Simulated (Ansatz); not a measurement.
# AlN: from the listed structure to its properties, part 2 of 2

The task, for AlN: find the equilibrium cell and measure the bulk modulus from energies at several volumes.

Ansatz 0.2.0; DFT r2SCAN, scalar-relativistic, plane waves, PAW. Earlier steps stand in the parts before.

**7. Volume × 1.06**

File input.yaml:

```yaml
crystal:
  lattice:
    - [0.0, 2.0584642327, 2.0584642327]
    - [2.0584642327, 0.0, 2.0584642327]
    - [2.0584642327, 2.0584642327, 0.0]
  atoms:
    - { symbol: Al, position: [0.5, 0.5, 0.5] }
    - { symbol: "N", position: [0.0, 0.0, 0.0] }
basis:
  ecutwfc: 500
kpoints:
  mp_grid: { grid: [10, 10, 10] }
hamiltonian:
  xc: r2scan
scf:
  occupations: { method: gaussian, width: 0.02 }
output:
  forces: true
  stress: true
  eigenvalues: true
  write_density: true
  write_potential: true
  elf: true
  volumetric_format: npy
```

Started as:

```bash
$ ansatz run input.yaml --threads 1 --pin off --max-ram 2560MiB --backend cpu --events-out ev --progress --plain --runs-dir out
```

Log, cut to the lines that bear on the results:

```text
[...]
SCF converged after 6 iterations
Free energy (F): -928.102232 eV
[...]
E sigma→0 (E₀):  -928.102232 eV
Fermi energy:    12.761307 eV
[...]
--- Forces (eV/Å), atoms counted from 1 ---
  atom   1  Al     0.00000000     0.00000000    -0.00000000
  atom   2  N     -0.00000000     0.00000000    -0.00000000
[...]
--- Stress (GPa, compression-positive) ---
      -14.343994       0.000000      -0.000000
       -0.000000     -14.343994       0.000000
       -0.000000       0.000000     -14.343994
  P = ⅓ Tr σ = -14.3440 GPa (-143.440 kbar)
--- Band table (eV; the first three rows and the last of 47) ---
  k-point 0: bands = ["-7.6167", "10.2895", "10.2895", "10.2895", "15.9701", "23.0246", "23.0246", "23.0246"]
[...]
```

Run time: 4.4 s. Hardware: 1 thread of AMD EPYC (Zen 3), shared host; peak memory 0.35 GiB.

Axes a, b and c in the maps are those of this run's conventional cell (a, b, c = 4.117, 4.117, 4.117 Å).

Density in a lattice plane of the grid's cell (edges 4.12 and 4.12 Å, at 0.000 of the third edge), which holds Al and N.

Ten even steps from ' ' (0.05 e/Å³) to '@' (3.55 e/Å³):
```
@@@@%%++--....                      ....--++%%@@
%%##++--::..                          ..::--++##
====--::....                          ....::--==
::::....                                  ....::
......              ..........              ....
                  ....::::::....                
              ....::--======--::....            
              ..::--++##%%##++--::..            
            ....--++%%@@@@@@%%++--....          
            ..::--**%%@@@@@@%%**--::..          
            ....--++%%@@@@@@%%++--....          
              ..::--++##%%##++--::..            
              ....::--======--::....            
                  ....::::::....                
......              ..........              ....
::::....                                  ....::
====--::....                          ....::--==
%%##++--::..                          ..::--++##
@@@@%%++--....                      ....--++%%@@
@@@@%%**--::..                      ..::--**%%@@
```
Columns run along the first of these edges and rows up along the second, over one cell in 24 and 20 even steps from the bottom left corner. Atoms in the plane (fractional): Al at (0.00, 0.50), Al at (0.50, 0.00), N at (0.00, 0.00), N at (0.50, 0.50).

ELF in the same plane.

Ten even steps from ' ' (0.00) to '@' (0.84):
```
::--##@@@@@@@@##--              --##@@@@@@@@##==
##%%@@@@@@%%##++::              ::++##%%@@@@@@%%
@@@@@@@@%%##++--::....::::::....::--++##%%@@@@@@
@@@@@@%%**==--::::--++**##**++--::::--==**%%@@@@
@@@@%%**==::::::==**%%@@@@@@%%**==::::::==**%%@@
##**++--::::--==**%%@@@@@@@@@@%%**==--::::--++**
::::....::--++##%%@@@@@@@@@@@@@@%%##++--::....::
        ::++##%%@@@@@@%%##%%@@@@@@%%##++::      
        --##@@@@@@@@##--::==##@@@@@@@@##--      
        ==##@@@@@@%%**..  ..**%%@@@@@@##==      
        --##@@@@@@@@##==::--##@@@@@@@@##--      
        ::++##%%@@@@@@%%##%%@@@@@@%%##++::      
::::....::--++##%%@@@@@@@@@@@@@@%%##++--::....::
##**++--::::--==**%%@@@@@@@@@@%%**==--::::--++**
@@@@%%**==::::::==**%%@@@@@@%%**==::::::==**%%@@
@@@@@@%%**==--::::--++**##**++--::::--==**%%@@@@
@@@@@@@@%%##++--::....::::::....::--++##%%@@@@@@
##%%@@@@@@%%##++::              ::++##%%@@@@@@%%
::==##@@@@@@@@##--              --##@@@@@@@@##--
  ..**%%@@@@@@##==              ==##@@@@@@%%**..
```
Columns run along the first of these edges and rows up along the second, over one cell in 24 and 20 even steps from the bottom left corner. Atoms in the plane (fractional): Al at (0.00, 0.50), Al at (0.50, 0.00), N at (0.00, 0.00), N at (0.50, 0.50).

Both are smooth fields of the valence electrons: close to the nuclei they are not physical.

Maxima of ELF outside the ion cores: 0.85 in the shell around N, 0.7 Å from N.

**8. Volume × 0.91**

File input.yaml:

```yaml
crystal:
  lattice:
    - [0.0, 1.9563887985, 1.9563887985]
    - [1.9563887985, 0.0, 1.9563887985]
    - [1.9563887985, 1.9563887985, 0.0]
  atoms:
    - { symbol: Al, position: [0.5, 0.5, 0.5] }
    - { symbol: "N", position: [0.0, 0.0, 0.0] }
basis:
  ecutwfc: 500
kpoints:
  mp_grid: { grid: [10, 10, 10] }
hamiltonian:
  xc: r2scan
scf:
  occupations: { method: gaussian, width: 0.02 }
output:
  forces: true
  stress: true
  eigenvalues: true
```

Started as:

```bash
$ ansatz run input.yaml --threads 1 --pin off --max-ram 2560MiB --backend cpu --events-out ev --progress --plain --runs-dir out
```

Log, cut to the lines that bear on the results:

```text
Warning: RAYON_NUM_THREADS=1 ignored (pool sized by the plan → 1); use --threads N
[...]
Pseudopotentials: kind: paw
Pseudopotential: Al, paw, valence charge 3, recommended cutoff 500 eV (meta_gga), Al.paw.azcp
Pseudopotential: N, paw, valence charge 5, recommended cutoff 500 eV (meta_gga), N.paw.azcp
Functional definition: r2SCAN
[...]
Crystal: 2 atoms, lattice volume = 14.976 Å³
Basis set: ecut = 500 eV, 339 PW (Γ), exchange–correlation on 96×96×96 points (64 copies of the dense FFT grid, shifted against one another)
Bands: 8, of which v1, the nominal top of the filled ones, is band 4 counted from 1 (3 counted from 0)
Symmetry: 48 space group operations
Space group: Fm-3m (ITA 225), of the structure as read, at distance tolerance 2.5e-5 Å
k-points: 47 of 1000
[...]
SCF iter   1: F=—  HF=-927.865964 eV  |F-HF|=—  |Δ(HF+E_count)|=         —  Δρ=6.42e-3  dr2=5.08e-3  dr2_τ=2.15e-1  ethr=1.77e-3  ⟨swp⟩=5.1  Hψ=2770  notcnv=0
[...]
SCF iter   7: F=-928.014717 eV  HF=-928.014717 eV  |F-HF|=4.90e-9  |Δ(HF+E_count)|=   2.92e-8  Δρ=1.34e-5  dr2=2.41e-8  dr2_τ=8.45e-10  ethr=1.25e-9  ⟨swp⟩=5.3  Hψ=1890  notcnv=0
[...]
SCF converged after 7 iterations
Free energy (F): -928.014717 eV
[...]
E sigma→0 (E₀):  -928.014717 eV
Fermi energy:    15.411574 eV
[...]
--- Forces (eV/Å), atoms counted from 1 ---
  atom   1  Al     0.00000000    -0.00000000    -0.00000000
  atom   2  N     -0.00000000     0.00000000     0.00000000
[...]
--- Stress (GPa, compression-positive) ---
       31.283451       0.000000       0.000000
       -0.000000      31.283451      -0.000000
       -0.000000      -0.000000      31.283451
  P = ⅓ Tr σ = 31.2835 GPa (312.835 kbar)
--- Band table (eV; the first three rows and the last of 47) ---
  k-point 0: bands = ["-6.8342", "12.4929", "12.4929", "12.4929", "20.5036", "25.7407", "25.7407", "25.7407"]
[...]
```

Wall time 3.9 s (1 thread of AMD EPYC (Zen 3), shared host); peak memory 0.34 GiB.

**9. Point at V/V0 = 1.10**

input.yaml, as its differences from that of step 8:

```diff
@@ -2,5 +2,5 @@
   lattice:
-    - [0.0, 1.9563887985, 1.9563887985]
-    - [1.9563887985, 0.0, 1.9563887985]
-    - [1.9563887985, 1.9563887985, 0.0]
+    - [0.0, 2.0840378319, 2.0840378319]
+    - [2.0840378319, 0.0, 2.0840378319]
+    - [2.0840378319, 2.0840378319, 0.0]
   atoms:
@@ -20 +20,5 @@
   eigenvalues: true
+  write_density: true
+  write_potential: true
+  elf: true
+  volumetric_format: npy
```

Started as:

```bash
$ ansatz run input.yaml --threads 1 --pin off --max-ram 2560MiB --backend cpu --events-out ev --progress --plain --runs-dir out
```

Log, cut to the lines that bear on the results:

```text
[...]
SCF converged after 6 iterations
Free energy (F): -928.027473 eV
[...]
E sigma→0 (E₀):  -928.027473 eV
Fermi energy:    12.092844 eV
[...]
--- Forces (eV/Å), atoms counted from 1 ---
  atom   1  Al     0.00000000    -0.00000000     0.00000000
  atom   2  N     -0.00000000     0.00000000     0.00000000
[...]
--- Stress (GPa, compression-positive) ---
      -21.800604       0.000000      -0.000000
        0.000000     -21.800604      -0.000000
       -0.000000      -0.000000     -21.800604
  P = ⅓ Tr σ = -21.8006 GPa (-218.006 kbar)
--- Band table (eV; the first three rows and the last of 47) ---
  k-point 0: bands = ["-7.7894", "9.7978", "9.7978", "9.7978", "14.9635", "22.4042", "22.4042", "22.4042"]
[...]
```

Wall time 4.7 s (1 thread of AMD EPYC (Zen 3), shared host); peak memory 0.35 GiB.

Axes a, b and c in the maps are those of this run's conventional cell (a, b, c = 4.168, 4.168, 4.168 Å).

Density in a lattice plane of the grid's cell (edges 4.17 and 4.17 Å, at 0.000 of the third edge), which holds Al and N.

Values in e/Å³, 12 rows by 12 columns:
```
3.14 2.30 0.96 0.40 0.19 0.08 0.06 0.08 0.19 0.40 0.96 2.31
1.32 0.96 0.49 0.26 0.19 0.19 0.20 0.19 0.19 0.26 0.49 0.96
0.49 0.40 0.26 0.20 0.26 0.40 0.49 0.40 0.26 0.20 0.26 0.40
0.20 0.19 0.19 0.26 0.49 0.96 1.32 0.96 0.49 0.26 0.19 0.19
0.06 0.08 0.19 0.40 0.96 2.30 3.14 2.31 0.96 0.40 0.19 0.08
0.05 0.06 0.20 0.49 1.32 3.14 3.43 3.14 1.32 0.49 0.20 0.06
0.06 0.08 0.19 0.40 0.96 2.31 3.14 2.30 0.96 0.40 0.19 0.08
0.20 0.19 0.19 0.26 0.49 0.96 1.32 0.96 0.49 0.26 0.19 0.19
0.49 0.40 0.26 0.20 0.26 0.40 0.49 0.40 0.26 0.20 0.26 0.40
1.32 0.96 0.49 0.26 0.19 0.19 0.20 0.19 0.19 0.26 0.49 0.96
3.14 2.31 0.96 0.40 0.19 0.08 0.06 0.08 0.19 0.40 0.96 2.30
3.43 3.14 1.32 0.49 0.20 0.06 0.05 0.06 0.20 0.49 1.32 3.14
```
Columns run along the first of these edges and rows up along the second, over one cell in 12 and 12 even steps from the bottom left corner. Atoms in the plane (fractional): Al at (0.00, 0.50), Al at (0.50, 0.00), N at (0.00, 0.00), N at (0.50, 0.50).

ELF in the same plane.

Values, 12 rows by 12 columns:
```
0.51 0.73 0.81 0.68 0.26 0.01 0.01 0.01 0.26 0.68 0.81 0.73
0.83 0.81 0.66 0.36 0.18 0.26 0.36 0.26 0.18 0.36 0.66 0.81
0.79 0.68 0.36 0.18 0.36 0.68 0.79 0.68 0.36 0.18 0.36 0.68
0.36 0.26 0.18 0.36 0.66 0.81 0.83 0.81 0.66 0.36 0.18 0.26
0.01 0.01 0.26 0.68 0.81 0.73 0.51 0.73 0.81 0.68 0.26 0.01
0.03 0.01 0.36 0.79 0.83 0.51 0.00 0.51 0.83 0.79 0.36 0.01
0.01 0.01 0.26 0.68 0.81 0.73 0.51 0.73 0.81 0.68 0.26 0.01
0.36 0.26 0.18 0.36 0.66 0.81 0.83 0.81 0.66 0.36 0.18 0.26
0.79 0.68 0.36 0.18 0.36 0.68 0.79 0.68 0.36 0.18 0.36 0.68
0.83 0.81 0.66 0.36 0.18 0.26 0.36 0.26 0.18 0.36 0.66 0.81
0.51 0.73 0.81 0.68 0.26 0.01 0.01 0.01 0.26 0.68 0.81 0.73
0.00 0.51 0.83 0.79 0.36 0.01 0.03 0.01 0.36 0.79 0.83 0.51
```
Columns run along the first of these edges and rows up along the second, over one cell in 12 and 12 even steps from the bottom left corner. Atoms in the plane (fractional): Al at (0.00, 0.50), Al at (0.50, 0.00), N at (0.00, 0.00), N at (0.50, 0.50).

Both are smooth fields of the valence electrons: close to the nuclei they are not physical.

Outside the cores ELF peaks at 0.85 in the shell around N, 0.8 Å from N.

**10. The cell scaled to 0.88 of its volume**

File input.yaml:

```yaml
crystal:
  lattice:
    - [0.0, 1.9346493458, 1.9346493458]
    - [1.9346493458, 0.0, 1.9346493458]
    - [1.9346493458, 1.9346493458, 0.0]
  atoms:
    - { symbol: Al, position: [0.5, 0.5, 0.5] }
    - { symbol: "N", position: [0.0, 0.0, 0.0] }
basis:
  ecutwfc: 500
kpoints:
  mp_grid: { grid: [10, 10, 10] }
hamiltonian:
  xc: r2scan
scf:
  occupations: { method: gaussian, width: 0.02 }
output:
  forces: true
  stress: true
  eigenvalues: true
```

Started as:

```bash
$ ansatz run input.yaml --threads 1 --pin off --max-ram 2560MiB --backend cpu --events-out ev --progress --plain --runs-dir out
```

Log, cut to the lines that bear on the results:

```text
Warning: RAYON_NUM_THREADS=1 ignored (pool sized by the plan → 1); use --threads N
[...]
Pseudopotentials: kind: paw
Pseudopotential: Al, paw, valence charge 3, recommended cutoff 500 eV (meta_gga), Al.paw.azcp
Pseudopotential: N, paw, valence charge 5, recommended cutoff 500 eV (meta_gga), N.paw.azcp
Functional definition: r2SCAN
[...]
Crystal: 2 atoms, lattice volume = 14.482 Å³
Basis set: ecut = 500 eV, 339 PW (Γ), exchange–correlation on 80×80×80 points (64 copies of the dense FFT grid, shifted against one another)
Bands: 8, of which v1, the nominal top of the filled ones, is band 4 counted from 1 (3 counted from 0)
Symmetry: 48 space group operations
Space group: Fm-3m (ITA 225), of the structure as read, at distance tolerance 2.4e-5 Å
k-points: 47 of 1000
[...]
SCF iter   1: F=—  HF=-927.744075 eV  |F-HF|=—  |Δ(HF+E_count)|=         —  Δρ=5.85e-3  dr2=3.38e-3  dr2_τ=2.34e-1  ethr=1.77e-3  ⟨swp⟩=5.1  Hψ=2812  notcnv=0
[...]
SCF iter   7: F=-927.897361 eV  HF=-927.897361 eV  |F-HF|=4.09e-11  |Δ(HF+E_count)|=   1.80e-9  Δρ=9.54e-7  dr2=1.20e-10  dr2_τ=6.72e-12  ethr=7.04e-11  ⟨swp⟩=1.2  Hψ=1149  notcnv=0
[...]
SCF converged after 7 iterations
Free energy (F): -927.897361 eV
[...]
E sigma→0 (E₀):  -927.897361 eV
Fermi energy:    15.901088 eV
[...]
--- Forces (eV/Å), atoms counted from 1 ---
  atom   1  Al     0.00000000    -0.00000000     0.00000000
  atom   2  N     -0.00000000     0.00000000     0.00000000
[...]
--- Stress (GPa, compression-positive) ---
       45.234156      -0.000000       0.000000
       -0.000000      45.234156      -0.000000
       -0.000000      -0.000000      45.234156
  P = ⅓ Tr σ = 45.2342 GPa (452.342 kbar)
--- Band table (eV; the first three rows and the last of 47) ---
  k-point 0: bands = ["-6.6446", "13.0178", "13.0178", "13.0178", "21.5874", "26.3736", "26.3736", "26.3736"]
[...]
```

Run time: 3.8 s. Hardware: 1 thread of AMD EPYC (Zen 3), shared host; peak memory 0.31 GiB.

**11. Energy against volume**

```csv
volume (Å³/atom),energy above the lowest point (meV/atom),pressure (GPa),gap on the mesh (eV)
7.241,125.6,45.23,5.77
7.488,66.9,31.28,5.84
7.735,28.2,19.27,5.90
7.982,6.7,8.92,5.84
8.229,0.0,0.00,5.52
8.475,6.1,-7.70,5.23
8.722,23.2,-14.34,4.94
9.051,60.6,-21.80,4.59
```

**12. What came out**

The summary covers parts 1 to 2. Changes of volume or cell count from the first structure of part 1.

| quantity | value |
| --- | --- |
| relaxed cell (conventional) | a = 4.038 Å, b = 4.038 Å, c = 4.038 Å, α = 90.00°, β = 90.00°, γ = 90.00° |
| space group (0.01 Å) | Fm-3m (No. 225) |
| volume | 8.23 Å³/atom |
| formation energy (elements from runs with the same settings, not shown) | -1.46 eV/atom |
| equilibrium volume of the fit | 8.23 Å³/atom |
| bulk modulus | 276 GPa |
| its pressure derivative | 3.9 |

What this shows: The cell shrank by 2.3 % in volume on relaxing. The fit puts the minimum at 8.23 Å³/atom with B = 276 GPa and B' = 3.9. The gap on the mesh goes from 5.77 eV at the smallest volume to 4.59 eV at the largest, through a peak of 5.90 eV between.
